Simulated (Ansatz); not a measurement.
# PbTe2: short molecular dynamics of a 3-atom cell

Aim: follow the atoms of PbTe2 (fluorite) in time, from their lattice sites. Runs: PBE, 20 steps of 3 fs under a Langevin thermostat at 1000 K; r2SCAN, 30 steps of 1 fs under a Nosé-Hoover thermostat at 1700 K. The cell is a 1×1×1 supercell of the structure relaxed with r2SCAN.

Program: Ansatz 0.2.0. Level of theory: DFT, plane waves, PAW, no spin polarisation. These are calculated values, not measurements.

### Step 1. The system as given

The cell holds 3 atoms (PbTe2): a = 5.369 Å, b = 5.369 Å, c = 5.369 Å, α = 60.00°, β = 60.00°, γ = 60.00°.

Structure file:

```cif
data_structure
_symmetry_space_group_name_H-M 'P 1'
_symmetry_Int_Tables_number 1
_cell_length_a 5.3692
_cell_length_b 5.3692
_cell_length_c 5.3692
_cell_angle_alpha 60.000
_cell_angle_beta 60.000
_cell_angle_gamma 60.000
_cell_volume 109.45
loop_
_atom_site_label
_atom_site_type_symbol
_atom_site_fract_x
_atom_site_fract_y
_atom_site_fract_z
_atom_site_occupancy
Pb1 Pb 0.00000 0.00000 0.00000 1
Te1 Te 0.25000 0.25000 0.25000 1
Te2 Te 0.75000 0.75000 0.75000 1
```

### Step 2. Run 1: PBE

File input.yaml:

```yaml
crystal:
  lattice:
    - [0.0, 3.7966139269, 3.7966139269]
    - [3.7966139269, 0.0, 3.7966139269]
    - [3.7966139269, 3.7966139269, 0.0]
  atoms:
    - { symbol: Pb, position: [0.0, 0.0, 0.0] }
    - { symbol: Te, position: [0.25, 0.25, 0.25] }
    - { symbol: Te, position: [0.75, 0.75, 0.75] }
kpoints:
  mp_grid: { grid: [4, 4, 4] }
hamiltonian:
  xc: pbe
scf:
  occupations: { method: fermi_dirac, width: 0.086 }
md:
  ensemble: nvt_langevin
  temperature: 1000
  timestep: 3.0
  n_steps: 20
  initial_velocities: maxwell_boltzmann
  seed: 5663
```

Started as:

```console
> ansatz run input.yaml --threads 4 --pin off --max-ram 3686MiB --backend cpu --events-out ev --progress --plain --runs-dir out
```

The log of the run, shortened:

```text
Warning: md: disabling space-group detection — thermal motion breaks the input geometry's symmetry, so no spatial operation reduces the k-mesh or symmetrises the density; time reversal is kept, so that k and −k are solved as one point where they differ and the mesh holds both, and exact [...]
Warning: RAYON_NUM_THREADS=4 ignored (pool sized by the plan → 4); use --threads N
[...]
Pseudopotentials: kind: paw
Pseudopotential: Pb, paw, valence charge 14, recommended cutoff 420 eV (normal), Pb.paw.azcp
Pseudopotential: Te, paw, valence charge 16, recommended cutoff 420 eV (normal), Te.paw.azcp
Functional definition: PBE
[...]
Crystal: 3 atoms, lattice volume = 109.451 Å³
Basis set: ecut = 420 eV, 2109 PW (Γ), exchange–correlation on 72×72×72 points (8 copies of the dense FFT grid, shifted against one another)
Bands: 28, of which v1, the nominal top of the filled ones, is band 23 counted from 1 (22 counted from 0)
Symmetry: 1 space group operations
k-points: 36 of 64 (time reversal used)
[...]
SCF iter   1: F=—  HF=-25866.120366 eV  |F-HF|=—  |Δ(HF+E_count)|=         —  Δρ=1.73e-3  dr2=6.52e-3  ethr=1.77e-3  ⟨swp⟩=6.6  Hψ=4450  notcnv=0
[...]
md step     0: t =     0.00 fs  T =   666.7 K  F+E_penalty+E_count = -25866.11643172 eV  E_kin = 0.258520 eV  (7 SCF iters)
[...]
md step     6: t =    18.00 fs  T =  1120.8 K  F+E_penalty+E_count = -25866.10162584 eV  E_kin = 0.434636 eV  (4 SCF iters)
[...]
md step     7: t =    21.00 fs  T =   892.1 K  F+E_penalty+E_count = -25866.09613674 eV  E_kin = 0.345951 eV  (5 SCF iters)
[...]
SCF iter   4: F=-25866.090073 eV  HF=-25866.090073 eV  |F-HF|=1.16e-9  |Δ(HF+E_count)|=   6.05e-9  Δρ=1.05e-6  dr2=1.82e-9  ethr=6.52e-12  ⟨swp⟩=3.2  Hψ=4253  notcnv=0
```

### Step 3. The log goes on: nvt_langevin at 1000 K

Output, continued, shortened:

```text
[...]
md step     8: t =    24.00 fs  T =   931.2 K  F+E_penalty+E_count = -25866.09007336 eV  E_kin = 0.361108 eV  (4 SCF iters)
[...]
md step    11: t =    33.00 fs  T =   998.7 K  F+E_penalty+E_count = -25866.06783860 eV  E_kin = 0.387275 eV  (5 SCF iters)
[...]
md step    14: t =    42.00 fs  T =  1080.2 K  F+E_penalty+E_count = -25866.04099243 eV  E_kin = 0.418895 eV  (4 SCF iters)
[...]
md step    17: t =    51.00 fs  T =   952.1 K  F+E_penalty+E_count = -25866.00928011 eV  E_kin = 0.369212 eV  (5 SCF iters)
[...]
md step    19: t =    57.00 fs  T =   775.2 K  F+E_penalty+E_count = -25865.98996461 eV  E_kin = 0.300599 eV  (5 SCF iters)
[...]
md step    20: t =    60.00 fs  T =   770.7 K  F+E_penalty+E_count = -25865.97947139 eV  E_kin = 0.298843 eV  (6 SCF iters)
SCF converged after 6 iterations
Free energy (F): -25865.979471 eV
[...]
E sigma→0 (E₀):  -25865.940216 eV
Entropy (-TS):   -0.078511 eV (-26.170 meV/atom)
Fermi energy:    7.507269 eV
[...]
--- Forces (eV/Å), atoms counted from 1 ---
  atom   1  Pb    -0.00804718    -0.32209741     0.55258799
  atom   2  Te    -0.01972760     0.31847395    -0.05954930
  atom   3  Te     0.02777759     0.00362304    -0.49304090
[...]
--- MD trajectory: 20 steps, t = 0.0 → 60.0 fs ---
  final state: T = 770.7 K   F+E_penalty+E_count = -25865.97947139 eV   E_kin = 0.298843 eV
```

It took 13 s on 4 threads of AMD EPYC 9R45 (Zen 5), shared host; peak memory 0.54 GiB.

### Step 4. The trajectory

The trajectory, every 2 steps (energies from step 0); msd is the mean square displacement from the start, the centre of mass held:

| time (fs) | T (K) | potential energy change (meV/atom) | msd Te (Å²) | msd Pb (Å²) |
| --- | --- | --- | --- | --- |
| 0.0 | 667 | 0.0 | 0.000 | 0.000 |
| 6.0 | 761 | 0.5 | 0.000 | 0.000 |
| 12.0 | 1012 | 2.0 | 0.002 | 0.001 |
| 18.0 | 1121 | 4.9 | 0.004 | 0.004 |
| 24.0 | 931 | 8.8 | 0.008 | 0.006 |
| 30.0 | 794 | 13.7 | 0.013 | 0.009 |
| 36.0 | 1048 | 18.9 | 0.018 | 0.013 |
| 42.0 | 1080 | 25.1 | 0.023 | 0.017 |
| 48.0 | 1138 | 32.4 | 0.030 | 0.022 |
| 54.0 | 778 | 38.9 | 0.035 | 0.027 |
| 60.0 | 771 | 45.7 | 0.041 | 0.033 |

time (fs), T (K) and a bar:
```
      0.0        667 ##
      3.0        628 
      6.0        761 #######
      9.0        869 #############
     12.0       1012 #####################
     15.0       1189 ##############################
     18.0       1121 ##########################
     21.0        892 ##############
     24.0        931 ################
     27.0       1008 ####################
     30.0        794 #########
     33.0        999 ####################
     36.0       1048 ######################
     39.0       1077 ########################
     42.0       1080 ########################
     45.0       1184 ##############################
     48.0       1138 ###########################
     51.0        952 #################
     54.0        778 ########
     57.0        775 ########
     60.0        771 ########
```

### Step 5. Frames from the trajectory

Positions (Å) and forces (eV/Å):

```xyz
3
Lattice="0.000 3.797 3.797 3.797 0.000 3.797 3.797 3.797 0.000" Properties=species:S:1:pos:R:3:forces:R:3 pbc="T T T" time_fs=6.0 T=761 dE=0.0014
Pb    0.003    0.004   -0.014   -0.014   -0.016    0.054
Te    1.892    1.886    1.903    0.009    0.023   -0.002
Te    5.690    5.698    5.723    0.005   -0.007   -0.052
3
Lattice="0.000 3.797 3.797 3.797 0.000 3.797 3.797 3.797 0.000" Properties=species:S:1:pos:R:3:forces:R:3 pbc="T T T" time_fs=15.0 T=1189 dE=0.0098
Pb    0.003    0.000   -0.039   -0.010   -0.033    0.153
Te    1.885    1.857    1.915    0.017    0.061   -0.013
Te    5.693    5.697    5.771   -0.008   -0.028   -0.141
3
Lattice="0.000 3.797 3.797 3.797 0.000 3.797 3.797 3.797 0.000" Properties=species:S:1:pos:R:3:forces:R:3 pbc="T T T" time_fs=24.0 T=931 dE=0.0264
Pb    0.000   -0.004   -0.063    0.006   -0.055    0.243
Te    1.871    1.819    1.919    0.033    0.112   -0.010
Te    5.701    5.692    5.816   -0.039   -0.057   -0.233
3
Lattice="0.000 3.797 3.797 3.797 0.000 3.797 3.797 3.797 0.000" Properties=species:S:1:pos:R:3:forces:R:3 pbc="T T T" time_fs=30.0 T=794 dE=0.0411
Pb   -0.003   -0.005   -0.081    0.022   -0.069    0.302
Te    1.861    1.792    1.921    0.039    0.149   -0.014
Te    5.703    5.690    5.838   -0.060   -0.080   -0.289
3
Lattice="0.000 3.797 3.797 3.797 0.000 3.797 3.797 3.797 0.000" Properties=species:S:1:pos:R:3:forces:R:3 pbc="T T T" time_fs=36.0 T=1048 dE=0.0568
Pb    0.000   -0.006   -0.095    0.022   -0.105    0.348
Te    1.854    1.758    1.923    0.040    0.190   -0.014
Te    5.703    5.680    5.857   -0.062   -0.084   -0.334
3
Lattice="0.000 3.797 3.797 3.797 0.000 3.797 3.797 3.797 0.000" Properties=species:S:1:pos:R:3:forces:R:3 pbc="T T T" time_fs=45.0 T=1184 dE=0.0861
Pb    0.007   -0.007   -0.120    0.027   -0.181    0.431
Te    1.854    1.703    1.927    0.016    0.252   -0.032
Te    5.704    5.661    5.882   -0.043   -0.070   -0.399
3
Lattice="0.000 3.797 3.797 3.797 0.000 3.797 3.797 3.797 0.000" Properties=species:S:1:pos:R:3:forces:R:3 pbc="T T T" time_fs=54.0 T=778 dE=0.1166
Pb    0.024   -0.005   -0.151   -0.004   -0.272    0.498
Te    1.854    1.659    1.918    0.002    0.295   -0.040
Te    5.708    5.639    5.894    0.002   -0.023   -0.458
3
Lattice="0.000 3.797 3.797 3.797 0.000 3.797 3.797 3.797 0.000" Properties=species:S:1:pos:R:3:forces:R:3 pbc="T T T" time_fs=60.0 T=771 dE=0.1370
Pb    0.029   -0.004   -0.174   -0.008   -0.322    0.553
Te    1.856    1.637    1.912   -0.020    0.318   -0.060
Te    5.713    5.625    5.898    0.028    0.004   -0.493
```

### Step 6. Run 2: r2SCAN

input.yaml, as its differences from that of step 2:

```diff
@@ -12,11 +12,11 @@
 hamiltonian:
-  xc: pbe
+  xc: r2scan
 scf:
-  occupations: { method: fermi_dirac, width: 0.086 }
+  occupations: { method: fermi_dirac, width: 0.146 }
 md:
-  ensemble: nvt_langevin
-  temperature: 1000
-  timestep: 3.0
-  n_steps: 20
+  ensemble: nvt_nose_hoover
+  temperature: 1700
+  timestep: 1.0
+  n_steps: 30
   initial_velocities: maxwell_boltzmann
-  seed: 5663
+  seed: 8133
```

Started as:

```console
> ansatz run input.yaml --threads 4 --pin off --max-ram 3686MiB --backend cpu --events-out ev --progress --plain --runs-dir out
```

The log of the run, shortened:

```text
Warning: md: disabling space-group detection — thermal motion breaks the input geometry's symmetry, so no spatial operation reduces the k-mesh or symmetrises the density; time reversal is kept, so that k and −k are solved as one point where they differ and the mesh holds both, and exact [...]
Warning: RAYON_NUM_THREADS=4 ignored (pool sized by the plan → 4); use --threads N
band count auto-derived: 29 (N_el = 46.0; filled up to band 23; 28 by the electrons, moments and atoms)
[...]
[... 1 set-up line as earlier in the session ...]
Pseudopotential: Pb, paw, valence charge 14, recommended cutoff 500 eV (meta_gga), Pb.paw.azcp
Pseudopotential: Te, paw, valence charge 16, recommended cutoff 500 eV (meta_gga), Te.paw.azcp
Functional definition: r2SCAN
[...]
Crystal: 3 atoms, lattice volume = 109.451 Å³
Basis set: ecut = 500 eV, 2733 PW (Γ), exchange–correlation on 160×160×160 points (64 copies of the dense FFT grid, shifted against one another)
Bands: 29, of which v1, the nominal top of the filled ones, is band 23 counted from 1 (22 counted from 0)
[...]
md step    29: t =    29.00 fs  T =  1471.3 K  F+E_penalty+E_count = -25910.29107648 eV  E_kin = 0.380348 eV  conserved = -25909.91152014 eV  (3 SCF iters)
[...]
md step    30: t =    30.00 fs  T =  1456.3 K  F+E_penalty+E_count = -25910.28711509 eV  E_kin = 0.376495 eV  conserved = -25909.91151992 eV  (6 SCF iters)
[...]
SCF iter   2: F=-25910.287115 eV  HF=-25910.287115 eV  |F-HF|=4.07e-10  |Δ(HF+E_count)|=  4.98e-10  Δρ=6.77e-7  dr2=5.77e-10  dr2_τ=2.63e-11  ethr=2.43e-12  ⟨swp⟩=4.9  Hψ=3568  notcnv=0
[...]
SCF converged after 2 iterations
Free energy (F): -25910.287115 eV
[...]
E sigma→0 (E₀):  -25910.178780 eV
Entropy (-TS):   -0.216670 eV (-72.223 meV/atom)
Fermi energy:    7.327449 eV
[...]
--- Forces (eV/Å), atoms counted from 1 ---
  atom   1  Pb    -0.17677458     0.18702801     0.10917401
  atom   2  Te     0.15612050    -0.25854326    -0.34410090
  atom   3  Te     0.02065138     0.07150509     0.23491898
[...]
--- MD trajectory: 30 steps, t = 0.0 → 30.0 fs ---
  final state: T = 1456.3 K   F+E_penalty+E_count = -25910.28711509 eV   E_kin = 0.376495 eV
  conserved energy: peak-to-peak 2.872e-6 eV (9.573e-7 eV/atom) over 30.0 fs
```

Run time: 38 s. Hardware: 4 threads of AMD EPYC 9R45 (Zen 5), shared host; peak memory 0.81 GiB.

### Step 7. Frames and traces

One step in 3; energies are changes from step 0; msd is the mean square displacement from the start, the centre of mass held:

| time (fs) | T (K) | potential energy change (meV/atom) | conserved energy change (meV/atom) | msd Te (Å²) | msd Pb (Å²) |
| --- | --- | --- | --- | --- | --- |
| 0.0 | 1700 | 0.0 | 0.00 | 0.000 | 0.000 |
| 3.0 | 1697 | 0.2 | 0.00 | 0.000 | 0.000 |
| 6.0 | 1690 | 0.9 | 0.00 | 0.001 | 0.000 |
| 9.0 | 1677 | 2.0 | 0.00 | 0.002 | 0.000 |
| 12.0 | 1659 | 3.6 | 0.00 | 0.004 | 0.001 |
| 15.0 | 1636 | 5.5 | 0.00 | 0.007 | 0.001 |
| 18.0 | 1608 | 7.9 | 0.00 | 0.010 | 0.001 |
| 21.0 | 1576 | 10.7 | 0.00 | 0.013 | 0.002 |
| 24.0 | 1540 | 13.9 | 0.00 | 0.017 | 0.002 |
| 27.0 | 1500 | 17.4 | 0.00 | 0.021 | 0.003 |
| 30.0 | 1456 | 21.3 | 0.00 | 0.026 | 0.004 |

time (fs), T (K) and a bar:
```
      0.0       1700 ##############################
      1.0       1700 ##############################
      3.0       1697 ##############################
      4.0       1695 #############################
      5.0       1693 #############################
      7.0       1686 ############################
      8.0       1682 ############################
      9.0       1677 ###########################
     10.0       1671 ##########################
     12.0       1659 #########################
     13.0       1652 ########################
     14.0       1644 #######################
     16.0       1627 #####################
     17.0       1618 ####################
     18.0       1608 ###################
     20.0       1587 ################
     21.0       1576 ###############
     22.0       1565 #############
     23.0       1553 ############
     25.0       1527 #########
     26.0       1514 #######
     27.0       1500 #####
     29.0       1471 ##
     30.0       1456
```

### Step 8. Positions and forces

Extended XYZ, with forces in eV/Å:

```xyz
3
Lattice="0.000 3.797 3.797 3.797 0.000 3.797 3.797 3.797 0.000" Properties=species:S:1:pos:R:3:forces:R:3 pbc="T T T" time_fs=4.0 T=1695 dE=0.0012
Pb    0.003   -0.006   -0.004   -0.010    0.019    0.011
Te    1.898    1.912    1.920    0.002   -0.030   -0.050
Te    5.691    5.691    5.679    0.008    0.011    0.039
3
Lattice="0.000 3.797 3.797 3.797 0.000 3.797 3.797 3.797 0.000" Properties=species:S:1:pos:R:3:forces:R:3 pbc="T T T" time_fs=8.0 T=1682 dE=0.0048
Pb    0.006   -0.013   -0.008   -0.024    0.039    0.022
Te    1.897    1.926    1.942    0.011   -0.061   -0.099
Te    5.686    5.688    5.664    0.014    0.022    0.077
3
Lattice="0.000 3.797 3.797 3.797 0.000 3.797 3.797 3.797 0.000" Properties=species:S:1:pos:R:3:forces:R:3 pbc="T T T" time_fs=11.0 T=1665 dE=0.0090
Pb    0.008   -0.018   -0.011   -0.038    0.055    0.032
Te    1.897    1.937    1.958    0.021   -0.084   -0.136
Te    5.683    5.685    5.652    0.017    0.029    0.104
3
Lattice="0.000 3.797 3.797 3.797 0.000 3.797 3.797 3.797 0.000" Properties=species:S:1:pos:R:3:forces:R:3 pbc="T T T" time_fs=15.0 T=1636 dE=0.0166
Pb    0.011   -0.024   -0.014   -0.059    0.079    0.045
Te    1.897    1.951    1.980    0.039   -0.118   -0.183
Te    5.679    5.682    5.636    0.020    0.039    0.138
3
Lattice="0.000 3.797 3.797 3.797 0.000 3.797 3.797 3.797 0.000" Properties=species:S:1:pos:R:3:forces:R:3 pbc="T T T" time_fs=19.0 T=1598 dE=0.0265
Pb    0.014   -0.031   -0.018   -0.085    0.105    0.060
Te    1.896    1.965    2.001    0.063   -0.152   -0.229
Te    5.675    5.678    5.621    0.022    0.048    0.169
3
Lattice="0.000 3.797 3.797 3.797 0.000 3.797 3.797 3.797 0.000" Properties=species:S:1:pos:R:3:forces:R:3 pbc="T T T" time_fs=22.0 T=1565 dE=0.0353
Pb    0.016   -0.035   -0.021   -0.107    0.125    0.072
Te    1.896    1.975    2.017    0.085   -0.180   -0.262
Te    5.672    5.676    5.610    0.022    0.054    0.190
3
Lattice="0.000 3.797 3.797 3.797 0.000 3.797 3.797 3.797 0.000" Properties=species:S:1:pos:R:3:forces:R:3 pbc="T T T" time_fs=26.0 T=1514 dE=0.0487
Pb    0.018   -0.042   -0.025   -0.140    0.155    0.090
Te    1.896    1.988    2.038    0.118   -0.218   -0.304
Te    5.667    5.672    5.595    0.022    0.063    0.215
3
Lattice="0.000 3.797 3.797 3.797 0.000 3.797 3.797 3.797 0.000" Properties=species:S:1:pos:R:3:forces:R:3 pbc="T T T" time_fs=30.0 T=1456 dE=0.0639
Pb    0.021   -0.048   -0.028   -0.177    0.187    0.109
Te    1.896    2.001    2.059    0.156   -0.259   -0.344
Te    5.663    5.669    5.580    0.021    0.072    0.235
```

### Step 9. What came out

| quantity | value |
| --- | --- |
| run 1: length | 20 steps of 3 fs |
| run 1: temperature, first and last step | 667 and 771 K |
| run 1: temperature, second half | mean 963 K, from 771 to 1184 K |
| run 1: potential energy, second half | +29 meV/atom from this run's first step |
| run 1: mean square displacement, second half | Te 0.027, Pb 0.020 Å² |
| run 2: length | 30 steps of 1 fs |
| run 2: temperature, first and last step | 1700 and 1456 K |
| run 2: temperature, second half | mean 1554 K, from 1456 to 1636 K |
| run 2: potential energy, second half | +13 meV/atom from this run's first step |
| run 2: largest change of the conserved energy | 0.00 meV/atom |
| run 2: mean square displacement, second half | Te 0.015, Pb 0.002 Å² |

What this shows: Run 1: Against a set 1000 K the second half averages 963 K with a spread of 151 K (in equilibrium 3 atoms would scatter by about 471 K, over a far longer run). The farthest move is 0.22 Å, against a mean nearest distance of 3.3 Å at the start: no atom has changed site so far. Run 2: Against a set 1700 K the second half averages 1554 K, going from 1636 to 1456 K over that half. The conserved energy strays from its start by at most 0.00 meV/atom, under 0.1 % of the mean kinetic energy, so a step of 1 fs is short enough over this time. No atom gets farther than 0.19 Å from its start, with the drift of the whole removed, against a typical distance of 3.3 Å between sites at the start. A run of 60 fs with 3 atoms shows the motion but fixes no equilibrium value.
